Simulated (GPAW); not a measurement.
Crystal: TiNi.

```xyz
2
Lattice="2.7358 0.0000 0.0000 0.0000 2.7358 0.0000 0.0000 0.0000 3.5814" Properties=species:S:1:pos:R:3 pbc="T T T"
Ni    0.0000    0.0000    0.0000
Ti    1.3679    1.3679    1.7907
```

The cell comes from a database or a generator and needn't be the stable form of this composition.

Base run:

* Program: GPAW 26.7.0
* Functional: PBEsol
* Potentials or basis: PAW data sets generated in the run's folder for this functional
* Cutoff: 600 eV
* Basis: pw
* k mesh: 8 × 8 × 6
* Occupations: fermi-dirac, width 0.05 eV
* Spin: collinear spin, ferromagnetic start
* Starting moments: [1.0, 1.0] μB

Its results: pressure -5.9 GPa; net moment 0.00 μB per cell.

**Question.** The run is repeated on the same cell with these changes: functional from PBEsol to LDA; potentials or basis from PAW data sets generated in the run's folder for this functional to the program's PAW data sets (release 1.2.1) made for this functional. What comes out?

**Answer.** Pressure -11.7 GPa; net moment 0.00 μB per cell.

Caveats: the stock nickel data set gives pressures a few GPa off other programs.

Not every run made on this cell is shown here.
